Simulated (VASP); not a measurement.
# Fe (Im-3m) in VASP: elastic constants with LDA

Aim: the elastic constants of Fe with LDA.

Everything below comes from runs of VASP 6.6.1. Logs are shortened: lines on timing, memory, paths and dates and some standing lists are left out, and cuts for length are marked.

### Step 1. The structure

It takes space group Im-3m (No. 229, cubic). The conventional cell has a = 2.859 Å, b = 2.859 Å, c = 2.859 Å, α = 90.00°, β = 90.00°, γ = 90.00°. Fe (site symmetry m-3m) has 8 Fe at 2.48 Å as nearest neighbours.

### Step 2. Elastic constants, LDA, collinear spin, ferromagnetic start

POSCAR reads:

```
Fe
1.0
   -1.4295500000      1.4295500000      1.4295500000
    1.4295500000     -1.4295500000      1.4295500000
    1.4295500000      1.4295500000     -1.4295500000
Fe
1
Direct
    0.0000000000      0.0000000000      0.0000000000
```

INCAR.step1 reads:

```
ALGO     = Normal         # electronic algorithm
EDIFF    = 1E-8           # SCF threshold, eV
EDIFFG   = -0.002         # ionic threshold
ENCUT    = 600            # plane-wave cutoff, eV
GGA      = CA             # functional
IBRION   = 2              # ionic algorithm
ISIF     = 3              # what is computed and relaxed
ISMEAR   = 0              # smearing method
ISPIN    = 2              # spin polarisation
LASPH    = T              # aspherical terms in the spheres
LCHARG   = F              # write CHGCAR
LMAXMIX  = 4              # l up to which the mixer works
LORBIT   = 11             # projections on sites
LREAL    = F              # projectors in reciprocal space
LWAVE    = F              # write WAVECAR
MAGMOM   = 3              # initial moments
NELM     = 150            # most SCF steps
NSW      = 40             # ionic steps
PREC     = Accurate       # precision mode
SIGMA    = 0.1            # smearing width, eV
```

INCAR.step2 reads:

```
ALGO     = Normal         # electronic algorithm
EDIFF    = 1E-8           # SCF threshold, eV
ENCUT    = 600            # plane-wave cutoff, eV
GGA      = CA             # functional
IBRION   = 6              # ionic algorithm
ISIF     = 3              # what is computed and relaxed
ISMEAR   = 0              # smearing method
ISPIN    = 2              # spin polarisation
LASPH    = T              # aspherical terms in the spheres
LCHARG   = F              # write CHGCAR
LMAXMIX  = 4              # l up to which the mixer works
LORBIT   = 11             # projections on sites
LREAL    = F              # projectors in reciprocal space
LWAVE    = F              # write WAVECAR
MAGMOM   = 3              # initial moments
NELM     = 150            # most SCF steps
NFREE    = 2            
NSW      = 1              # ionic steps
POTIM    = 0.015          # step
PREC     = Accurate       # precision mode
SIGMA    = 0.1            # smearing width, eV
```

KPOINTS reads:

```
k-points
0
Gamma
  20 20 20
```

Potentials or basis: VASP PAW LDA potentials, release 64 (Fe).

Command:

```sh
$ cat potpaw_LDA.64/Fe/POTCAR > POTCAR
$ cp INCAR.step1 INCAR
$ mpirun -np 1 vasp_std > vasp.out
$ cp CONTCAR POSCAR
$ cp INCAR.step2 INCAR
$ mpirun -np 1 vasp_std > vasp.out
```

OUTCAR:

```text
EDIFF = 1E-8
   ENCUT = 600
   GGA = CA
   IBRION = 6
   ISIF = 3
   ISMEAR = 0
   ISPIN = 2
   LASPH = T
   LORBIT = 11
   LREAL = F
   NELM = 150
   NFREE = 2
   NSW = 1
   POTIM = 0.015
   PREC = Accurate

 ion  position               nearest neighbor table
   1  0.000  0.000  0.000-

  LATTYP: Found a body centered cubic cell.
 ALAT       =     2.7480017437

  Lattice vectors:

 A1 = (  -1.3740008719,   1.3740008719,   1.3740008719)
 A2 = (   1.3740008719,  -1.3740008719,   1.3740008719)
 A3 = (   1.3740008719,   1.3740008719,  -1.3740008719)

Analysis of symmetry for initial positions (statically):
=====================================================================
 Subroutine PRICEL returns:
 Original cell was already a primitive cell.

 Routine SETGRP: Setting up the symmetry group for a
 body centered cubic supercell.

 Subroutine GETGRP returns: Found 48 space group operations
 (whereof 48 operations were pure point group operations)
 out of a pool of 48 trial point group operations.

The static configuration has the point symmetry O_h .

Analysis of symmetry for dynamics (positions and initial velocities):
=====================================================================
 Subroutine PRICEL returns:
 Original cell was already a primitive cell.

 Routine SETGRP: Setting up the symmetry group for a
 body centered cubic supercell.

 Subroutine GETGRP returns: Found 48 space group operations
 (whereof 48 operations were pure point group operations)
 out of a pool of 48 trial point group operations.

The dynamic configuration has the point symmetry O_h .

Analysis of structural, dynamic, and magnetic symmetry:
=====================================================================
 Subroutine PRICEL returns:
 Original cell was already a primitive cell.

 Routine SETGRP: Setting up the symmetry group for a
 body centered cubic supercell.

 Subroutine GETGRP returns: Found 48 space group operations
 (whereof 48 operations were pure point group operations)
 out of a pool of 48 trial point group operations.

The overall configuration has the point symmetry O_h .

 Subroutine INISYM returns: Found 48 space group operations
 (whereof 48 operations are pure point group operations),
 and found     1 'primitive' translations

----------------------------------------------------------------------------------------

                                     Primitive cell

  volume of cell :      10.3758

  direct lattice vectors                    reciprocal lattice vectors
    -1.374000872  1.374000872  1.374000872     0.000000000  0.363900788  0.363900788
     1.374000872 -1.374000872  1.374000872     0.363900788  0.000000000  0.363900788
     1.374000872  1.374000872 -1.374000872     0.363900788  0.363900788  0.000000000

  length of vectors
     2.379839320  2.379839320  2.379839320     0.514633430  0.514633430  0.514633430

  position of ions in fractional coordinates (direct lattice)
     0.000000000  0.000000000  0.000000000

  ion indices of the primitive-cell ions
   primitive index   ion index
                 1           1

----------------------------------------------------------------------------------------

 KPOINTS: k-points

Automatic generation of k-mesh.
[... 111 lines left out ...]
  ext. energy  EPLUGINS =         0.00000000
  ---------------------------------------------------
  free energy    TOTEN  =        -9.22703375 eV

  energy without entropy =       -9.22231395  energy(sigma->0) =       -9.22467385

------------------------ aborting loop because EDIFF is reached ----------------------------------------

  FORCE on cell =-STRESS in cart. coord.  units (eV):
  Direction    XX          YY          ZZ          XY          YZ          ZX
  --------------------------------------------------------------------------------------
  -------------------------------------------------------------------------------------
  Total       -0.0007672     -0.0007672     -0.0007672      0.0000000      0.0000000     -0.0000000
  in kB       -0.1184638     -0.1184638     -0.1184638      0.0000000      0.0000000     -0.0000000
  external PRESSURE =      -0.1184638 kB  Pullay stress =       0.0000000 kB
[... 86 lines left out ...]
  FREE ENERGIE OF THE ION-ELECTRON SYSTEM (eV)
  ---------------------------------------------------
  free  energy   TOTEN  =        -9.2242794897 eV

  energy  without entropy=       -9.2193913138  energy(sigma->0) =       -9.22183540

[... ionic steps 4 to 12 ...]

--------------------------------------- Ionic step       13  -------------------------------------------

 number of electron       7.9999996 magnetization       1.9755548

------------------------ aborting loop because EDIFF is reached ----------------------------------------
[... 65 lines left out ...]
--------------------------------------- Ionic step       15  -------------------------------------------

 number of electron       7.9999998 magnetization       1.9740913

 Free energy of the ion-electron system (eV)
  ---------------------------------------------------
  ext. energy  EPLUGINS =         0.00000000
  ---------------------------------------------------
  free energy    TOTEN  =        -9.22703678 eV

  energy without entropy =       -9.22231699  energy(sigma->0) =       -9.22467688

 E-fermi :   6.7292     XC(G=0): -13.9358

 val. band max:        6.7248035443   @ k =  -0.2000   0.3500   0.0500
 cond. band min:       6.7350821611   @ k =  -0.4000  -0.4500   0.1000
 fundamental gap:      0.0102786167
 Fermi energy:         6.7292277097

 spin component 1

 k-point     1 :       0.0000    0.0000    0.0000
  band No.  band energies     occupation
      1      -2.3763      1.00000
      2       4.2252      1.00000
      3       4.2252      1.00000
      4       4.2252      1.00000
      5       5.7818      1.00000
      6       5.7818      1.00000
      7      32.4375      0.00000
      8      32.4375      0.00000
      9      32.4375      0.00000
     10      38.1980      0.00000
[... 287 lines left out ...]
 k-point    24 :       0.2500    0.1000    0.0000
  band No.  band energies     occupation
      1       0.9486      1.00000
      2       3.3842      1.00000
      3       3.9239      1.00000
      4       5.5347      1.00000
      5       6.0097      1.00000
      6       6.5543      0.99332
      7      21.2981      0.00000
      8      25.7914      0.00000
      9      29.6839      0.00000
     10      32.9430      0.00000

 [... further k-points ...]

 spin component 2

 k-point     1 :       0.0000    0.0000    0.0000
  band No.  band energies     occupation
      1      -1.9959      1.00000
      2       5.8302      1.00000
      3       5.8302      1.00000
      4       5.8302      1.00000
      5       7.8944      0.00000
      6       7.8944      0.00000
      7      32.6165      0.00000
      8      32.6165      0.00000
      9      32.6165      0.00000
     10      38.6793      0.00000
[... 327 lines left out ...]
  FREE ENERGIE OF THE ION-ELECTRON SYSTEM (eV)
  ---------------------------------------------------
  free  energy   TOTEN  =        -9.2270367812 eV

  energy  without entropy=       -9.2223169859  energy(sigma->0) =       -9.22467688

 INTERNAL STRAIN TENSORS FROM STRAINED CELLS
 ============================================

 INTERNAL STRAIN TENSOR FOR ION    1 for displacements in x,y,z  (eV/Angst):
          X           Y           Z          XY          YZ          ZX
  --------------------------------------------------------------------------------
  x    -0.00000    -0.00000     0.00000     0.00000     0.00000    -0.00000
  y     0.00000     0.00000     0.00000     0.00000     0.00000    -0.00000
  z    -0.00000     0.00000     0.00000    -0.00000     0.00000     0.00000

 INTERNAL STRAIN TENSORS FROM DISPLACED ATOMS
 ============================================

 INTERNAL STRAIN TENSOR FOR ION    1 for displacements in x,y,z  (eV/Angst):
          X           Y           Z          XY          YZ          ZX
  --------------------------------------------------------------------------------
  x     0.00000     0.00000     0.00000     0.00000     0.00000     0.00000
  y     0.00000     0.00000     0.00000     0.00000     0.00000     0.00000
  z     0.00000     0.00000     0.00000     0.00000     0.00000     0.00000

 Eigenvectors and eigenvalues of the dynamical matrix
 ----------------------------------------------------

   1 f/i=    0.000000 THz     0.000000 2PiTHz    0.000000 cm-1     0.000000 meV
             X         Y         Z           dx          dy          dz
      0.000000  0.000000  0.000000     0.728455   -0.685094    0.000000

   2 f/i=    0.000000 THz     0.000000 2PiTHz    0.000000 cm-1     0.000000 meV
             X         Y         Z           dx          dy          dz
      0.000000  0.000000  0.000000    -0.685094   -0.728455    0.000000

   3 f/i=    0.000000 THz     0.000000 2PiTHz    0.000000 cm-1     0.000000 meV
             X         Y         Z           dx          dy          dz
      0.000000  0.000000  0.000000     0.000000    0.000000    1.000000

--------------------------------------------------------------------------------------------------------

 ELASTIC MODULI CONTR FROM IONIC RELAXATION (kBar)
 Direction    XX          YY          ZZ          XY          YZ          ZX
 --------------------------------------------------------------------------------
 XX           0.0000      0.0000      0.0000      0.0000      0.0000      0.0000
 YY           0.0000      0.0000      0.0000      0.0000      0.0000      0.0000
 ZZ           0.0000      0.0000      0.0000      0.0000      0.0000      0.0000
 XY           0.0000      0.0000      0.0000      0.0000      0.0000      0.0000
 YZ           0.0000      0.0000      0.0000      0.0000      0.0000      0.0000
 ZX           0.0000      0.0000      0.0000      0.0000      0.0000      0.0000
 --------------------------------------------------------------------------------

 TOTAL ELASTIC MODULI (kBar)
 Direction    XX          YY          ZZ          XY          YZ          ZX
 --------------------------------------------------------------------------------
 XX        3624.0865   2025.6203   2025.6203     -0.0000     -0.0000     -0.0000
 YY        2025.6203   3624.0865   2025.6203     -0.0000      0.0000      0.0000
 ZZ        2025.6203   2025.6203   3624.0865      0.0000     -0.0000     -0.0000
 XY          -0.0000     -0.0000      0.0000   1522.5437      0.0000      0.0000
 YZ          -0.0000      0.0000     -0.0000      0.0000   1522.5437      0.0000
 ZX          -0.0000      0.0000     -0.0000      0.0000      0.0000   1522.5437
 --------------------------------------------------------------------------------

 total charge

# of ion       s       p       d       tot
------------------------------------------
    1        0.528   0.620   6.335   7.483

 magnetization (x)

# of ion       s       p       d       tot
------------------------------------------
    1       -0.009  -0.033   1.982   1.941
```

Run time: 51 min. Hardware: 1 thread of AMD EPYC 7R13 (Zen 3), shared host; peak memory 0.85 GiB.

Results:

- Relaxed volume: 10.38 Å³/atom
- Relaxed cell: a = 2.380 Å, b = 2.380 Å, c = 2.380 Å, α = 109.47°, β = 109.47°, γ = 109.47°
- Space group after relaxing (to 0.05 Å): Im-3m (No. 229)
- Net moment: 1.97 μB per cell
- Site moments: Fe +1.94 μB
- Valence electrons inside the program's atomic spheres: Fe 7.48
- Elastic constants C11, C12, C44: 362, 203, 152 GPa
- Voigt bulk modulus: 256 GPa

The path:
```csv
step,energy change (eV),largest force (eV/Å),pressure (GPa),volume (Å³)
1,0.0000,0.0000,-22.64,11.69
2,0.0498,0.0000,43.42,9.11
3,-0.1055,0.0000,-0.90,10.41
4,-0.1056,0.0000,-0.14,10.38
5,-0.1056,0.0000,0.49,10.36
6,-0.1056,0.0000,-0.55,10.40
7,-0.1056,0.0000,-0.01,10.38
```

Final structure:
```
Fe
1.0
    -1.37400    1.37400    1.37400
     1.37400   -1.37400    1.37400
     1.37400    1.37400   -1.37400
Fe
1
Direct
  0.00000 0.00000 0.00000
```

Elastic tensor in Voigt notation (GPa, in the Cartesian axes of the cell as first typed):
```
362 203 203   0   0   0
203 362 203   0   0   0
203 203 362   0   0   0
  0   0   0 152   0   0
  0   0   0   0 152   0
  0   0   0   0   0 152
```

Clamped-ion elastic tensor (GPa):
```
362 203 203   0   0   0
203 362 203   0   0   0
203 203 362   0   0   0
  0   0   0 152   0   0
  0   0   0   0 152   0
  0   0   0   0   0 152
```
